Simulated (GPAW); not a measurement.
# GaSb (F-43m) in GPAW: a series of runs, part 2 of 2

GPAW 26.7.0. Earlier steps stand in the parts before.

## Step 4: Band structure, PBE

run.py

```python
from ase.dft.bandgap import bandgap
from ase.io import read, write
from ase.units import GPa
from gpaw import GPAW, PW, setup_paths

setup_paths.insert(0, '.')

atoms = read('GaSb.xyz')

calc = GPAW(mode=PW(600),
            xc='PBE',
            kpts={'size': (8, 8, 8), 'gamma': True},
            occupations={'name': 'fermi-dirac', 'width': 0.05},
            setups={'Ga': 'jth', 'Sb': 'jth'},
            nbands=-9,
            convergence={'density': 1e-05, 'energy': 1e-05},
            maxiter=150,
            txt='gpaw.txt')
atoms.calc = calc
energy = atoms.get_potential_energy()
forces = atoms.get_forces()
stress = atoms.get_stress()
calc.write('gs.gpw')
write('result.traj', atoms)
print(f'Energy: {energy:.6f} eV')
print('Forces (eV/A):')
print(forces.round(4))
print('Stress (GPa):', (stress / GPa).round(3))
print('Fermi level:', round(calc.get_fermi_level(), 4), 'eV')
print(f'Gap: {bandgap(calc)[0]:.4f} eV, direct: {bandgap(calc, direct=True)[0]:.4f} eV')

path = atoms.cell.bandpath('GXWKGLUWLK,UX', npoints=60, eps=1e-4)
bs_calc = calc.fixed_density(kpts=path, symmetry='off', nbands=-20,
                             convergence={'bands': 'CBM+6.0', 'eigenstates': 1e-6}, txt='bands.txt')
bs = bs_calc.band_structure()
bs.write('bs.json')
print(f'Gap on the path: {bandgap(bs_calc)[0]:.4f} eV')
```

GaSb.xyz

```xyz
2
Lattice="0.0000000000 3.0590000000 3.0590000000 3.0590000000 0.0000000000 3.0590000000 3.0590000000 3.0590000000 0.0000000000" Properties=species:S:1:pos:R:3 pbc="T T T"
Sb     4.5885000000      4.5885000000      4.5885000000
Ga     0.0000000000      0.0000000000      0.0000000000
```

Potentials or basis: JTH PAW 2.0, PBE, pw.

On the command line:

```bash
$ OMP_NUM_THREADS=1 python run.py
```

gpaw.txt:

```text
__  _  _
 | _ |_)|_||  |
 |__||  | ||/\| - 26.7.0

Input parameters:
  mode=PW(ecut=600.0),
  convergence={'density': 1e-05, 'energy': 1e-05},
  kpts=MonkhorstPack(size=(8, 8, 8), gamma=True),
  maxiter=150,
  nbands=-9,
  occupations=Occupations(name='fermi-dirac', width=0.05),
  setups={'Ga': 'jth', 'Sb': 'jth'},
  xc=XC(name='PBE')

Diagonalizing LCAO Hamiltonian
Converting LCAO to pw mode

                     Sb

       Ga

Atoms  # Å, Bohr magnetons
|   | symbol |        x |        y |        z |    initial magnetic moments |
|---|--------|----------|----------|----------|-----------------------------|
| 0 |     Sb | 4.588500 | 4.588500 | 4.588500 | ( 0.0000,  0.0000,  0.0000) |
| 1 |     Ga | 0.000000 | 0.000000 | 0.000000 | ( 0.0000,  0.0000,  0.0000) |

Unit cell  # Å
| periodic |        x |        y |        z |  lengths |    angles |
|----------|----------|----------|----------|----------|-----------|
|      yes | 0.000000 | 3.059000 | 3.059000 | 4.326079 | 60.000000 |
[... 175 lines left out ...]
|iter:   9| |   -7.212232c| -8.21c| -5.57c|

Converged in 9 steps
Energy contributions relative to reference atoms: (reference = -229266.504457)

Energy contributions:
  Kinetic:           8.740190
  Coulomb:          -7.107102
  Zero:             -0.039028
  External:          0.000000
  Xc:               -8.806047
  Entropy:          -0.000490
  Spinorbit:         0.000000
  ----------------------------
  Free energy:      -7.212477
  Extrapolated:     -7.212232

dipole moment: (-10.345393, -10.345393, -10.345393)  # |e|*Ang

Fermi level: 4.663
Eigenvalues  # (at kpt = [0.000, 0.000, 0.000])
| band index |      eig [eV] | occ [0-2] |
|------------|---------------|-----------|
|          0 |       -24.166 |     2.000 |
|        ... |               |           |
|          7 |       -10.421 |     2.000 |
|          8 |       -10.374 |     2.000 |
|          9 |       -10.374 |     2.000 |
|         10 |        -6.877 |     2.000 |
|         11 |         4.599 |     1.571 |
|         12 |         4.599 |     1.571 |
[... 8 lines left out ...]
|         21 |        14.124 |     0.000 |
|         22 |        14.124 |     0.000 |

No gap
No difference between direct/indirect transitions

Forces  # eV/Ang
|       x |        y |       z |
|---------|----------|---------|
| 0.00000 |  0.00000 | 0.00000 |  # Sb   0
| 0.00000 | -0.00000 | 0.00000 |  # Ga   1

Stress tensor  # eV/Ang^3
|         x |         y |         z |
|-----------|-----------|-----------|
| -0.014311 |  0.000000 | -0.000000 |
|  0.000000 | -0.014311 |  0.000000 |
| -0.000000 |  0.000000 | -0.014311 |

# Writing to gs.gpw (mode='')
```

bands.txt:

```text
Diagonalizing LCAO Hamiltonian
Converting LCAO to pw mode
convergence criteria:
- Maximum integral of absolute [eigenst]ate change: 1e-06 eV^2 / valence electron
maximum number of iterations: 150

SCF iterations
|iter     | |      energy | eigst |  dens |
|---------|-|-------------|-------|-------|
|iter:   1| |             | +0.43 |       |
[... 66 lines left out ...]
         [0.39285714, 0.39285714, 0.71428571],
         [0.375     , 0.375     , 0.75      ],
         [0.625     , 0.25      , 0.625     ],
         [0.59375   , 0.1875    , 0.59375   ],
         [0.5625    , 0.125     , 0.5625    ],
         [0.53125   , 0.0625    , 0.53125   ],
         [0.5       , 0.        , 0.5       ]])),
  maxiter=150,
  nbands=-20,
  occupations=Occupations(name='fermi-dirac', width=0.05),
  setups={'Ga': 'jth', 'Sb': 'jth'},
  symmetry=Symmetry(point_group=False, time_reversal=False),
  xc=XC(name='PBE')
```

Wall time 47 s (1 thread of Intel Xeon Platinum 8375C at 2.90GHz (Ice Lake), shared host); peak memory 0.29 GiB.

What came out:

| Property | Result |
| --- | --- |
| Free energy | -7.2125 eV |
| Pressure | 2.3 GPa |
| Band gap along the path | none (metal or under the smearing width) |

Levels at the corners of the path, in eV from the Fermi level:
| point | band 10 | band 11 | band 12 | band 13 | band 14 | band 15 | band 16 | band 17 | band 18 | band 19 |
| --- | --- | --- | --- | --- | --- | --- | --- | --- | --- | --- |
| Γ | -15.04 | -11.54 | -0.06 | -0.06 | -0.06 | -0.04 | 2.73 | 2.73 | 2.73 | 5.76 |
| X | -15.04 | -9.09 | -6.86 | -2.63 | -2.63 | 0.85 | 1.20 | 8.65 | 8.65 | 10.02 |
| W | -15.04 | -9.05 | -6.73 | -3.41 | -3.18 | 3.62 | 4.27 | 4.36 | 4.71 | 9.90 |
| K | -15.04 | -9.16 | -6.68 | -3.67 | -2.25 | 1.35 | 3.82 | 6.56 | 6.77 | 7.51 |
| Γ | -15.04 | -11.54 | -0.06 | -0.06 | -0.06 | -0.04 | 2.73 | 2.73 | 2.73 | 5.76 |
| L | -15.04 | -9.92 | -6.42 | -1.22 | -1.22 | 0.34 | 3.70 | 3.70 | 6.42 | 9.31 |
| U | -15.04 | -9.16 | -6.68 | -3.67 | -2.25 | 1.35 | 3.82 | 6.56 | 6.77 | 7.51 |
| W | -15.04 | -9.05 | -6.73 | -3.41 | -3.18 | 3.62 | 4.27 | 4.36 | 4.71 | 9.90 |
| L | -15.04 | -9.92 | -6.42 | -1.22 | -1.22 | 0.34 | 3.70 | 3.70 | 6.42 | 9.31 |
| K | -15.04 | -9.16 | -6.68 | -3.67 | -2.25 | 1.35 | 3.82 | 6.56 | 6.77 | 7.51 |
| U | -15.04 | -9.16 | -6.68 | -3.67 | -2.25 | 1.35 | 3.82 | 6.56 | 6.77 | 7.51 |
| X | -15.04 | -9.09 | -6.86 | -2.63 | -2.63 | 0.85 | 1.20 | 8.65 | 8.65 | 10.02 |

Caveat: the program truncates these outside data sets; spin-orbit coupling is left out, which moves the levels of the heavy elements.

## Step 5: Summary

| potentials or basis | data set | gap on the mesh (eV) | pressure (GPa) |
| --- | --- | --- | --- |
| GPAW PAW data sets (gpaw-data 1.2.1), pw | - | 0.09 | 2.3 |
| PAW data sets generated in the run's folder for this functional, pw | - | 0.09 | 2.3 |
| JTH PAW 2.0, PBE, pw | Ga jth, Sb jth | - | 2.3 |

Alike in all rows: task band structure; level PBE; no spin polarisation; cell as given; k mesh 8 × 8 × 8; cutoff (eV) 600; smearing fermi-dirac 0.05 eV.

Caveats: spin-orbit coupling is left out, which moves the levels of the heavy elements; the program truncates these outside data sets (some runs).

Total energies depend on the potentials used, so only differences within one code and one set of settings carry meaning.

## Step 6: How close it comes

Step 2. Against the measured gap of GaSb, 0.811 eV (direct; 4.2 K; a printed reference work, data compilation), the calculated 0.09 eV is off by -0.72 eV. Spin-orbit coupling on Ga, Sb is left out. The value is that of PBE, without temperature or zero-point motion. Semilocal functionals fall short of measured gaps as a rule.

Step 3. Against the measured gap of GaSb, 0.811 eV (direct; 4.2 K; a printed reference work, data compilation), the calculated 0.09 eV is off by -0.72 eV. Spin-orbit coupling on Ga, Sb is left out. The value is that of PBE, without temperature or zero-point motion. Semilocal functionals fall short of measured gaps as a rule.

Step 4. A measured gap of GaSb is 0.811 eV (direct; 4.2 K; a printed reference work, data compilation); the calculated 0.00 eV misses it by -0.81 eV. Spin-orbit coupling on Ga, Sb is left out. The value is that of PBE, without temperature or zero-point motion. Semilocal functionals fall short of measured gaps as a rule.
